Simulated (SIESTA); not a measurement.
Pt:

```
Pt
1.0
    -1.58422    1.58422    1.58422
     1.58422   -1.58422    1.58422
     1.58422    1.58422   -1.58422
Pt
1
Direct
  0.00000 0.00000 0.00000
```

This isn't the form of Pt at room conditions, which is fcc.

```yaml
Program: SIESTA 5.4.2
Task: single point
Functional: PBEsol
Potentials_or_basis: PseudoDojo 0.4 standard (PBEsol files)
Basis: DZP (energy shift 0.003 Ry; two zetas on semicore shells)
Grid_cutoff: 800 Ry
Energy_shift: 0.003 Ry
k_mesh: 12 × 12 × 12
Occupations: fermi-dirac, width 0.05 eV
Spin: no spin polarisation
```

On this cell: pressure -9.2 GPa; band gap on the k mesh none (metal or under the smearing width).

The same run follows on a disturbed copy (cell strained at random at fixed volume):

```
Pt
1.0
    -1.51792    1.61257    1.57266
     1.58438   -1.59122    1.61776
     1.52358    1.59687   -1.55131
Pt
1
Direct
  0.98769 0.99114 0.98751
```

What changes?

The energy (extrapolated to zero smearing) moves by +13.3 meV/atom; pressure -8.6 GPa; band gap on the k mesh none (metal or under the smearing width).

Stress tensor (GPa, compression positive):
```
-10.07  -0.17  -6.29
 -0.17  -7.47  -2.05
 -6.29  -2.05  -8.25
```

Caveats: short orbitals over semicore shells can move pressures by several GPa; the basis of atomic orbitals isn't converged, which shifts pressures, moduli and gaps.
